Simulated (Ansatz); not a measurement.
Set up this calculation in Ansatz 0.2.0, as the native input.

```
Task                : single point
Functional          : PBE
Potentials or basis : Ansatz PAW
Cutoff              : 420 eV (not typed: the program's choice for these potentials)
k mesh              : 7 × 7 × 7
Occupations         : gaussian, width 0.014 eV
Spin                : no spin polarisation
```

Crystal: KBr.

```
Br K
1.0
     0.00000    3.30000    3.30000
     3.30000    0.00000    3.30000
     3.30000    3.30000    0.00000
Br K
1 1
Direct
  0.50000 0.50000 0.50000
  0.00000 0.00000 0.00000
```

The input as run:

input.yaml

```yaml
crystal:
  lattice:
    - [0.0, 3.3, 3.3]
    - [3.3, 0.0, 3.3]
    - [3.3, 3.3, 0.0]
  atoms:
    - { symbol: Br, position: [0.5, 0.5, 0.5] }
    - { symbol: K, position: [0.0, 0.0, 0.0] }
hamiltonian:
  xc: pbe
  pseudopotentials: { kind: paw }
kpoints:
  mp_grid: { grid: [7, 7, 7] }
scf:
  occupations: { method: gaussian, width: 0.014 }
output:
  forces: true
  stress: true
  eigenvalues: true
```

Potentials or basis: Ansatz PAW.

The run is started by

```bash
$ ansatz run input.yaml --threads 2 --pin off --max-ram 5632MiB --backend cpu --events-out ev --progress --plain --runs-dir out
```

Results of the run:

```yaml
Pressure: 0.7 GPa
Band_gap_on_the_k_mesh: 4.44 eV, direct
```

Caveat: odd divisions of the mesh miss points on the zone boundary, where band edges often lie, so the gap on the mesh can be too wide.

Wall time 0.44 s on 2 threads of Intel(R) Xeon(R) 6975P-C (Granite Rapids) (shared host), peak memory 0.36 GiB.
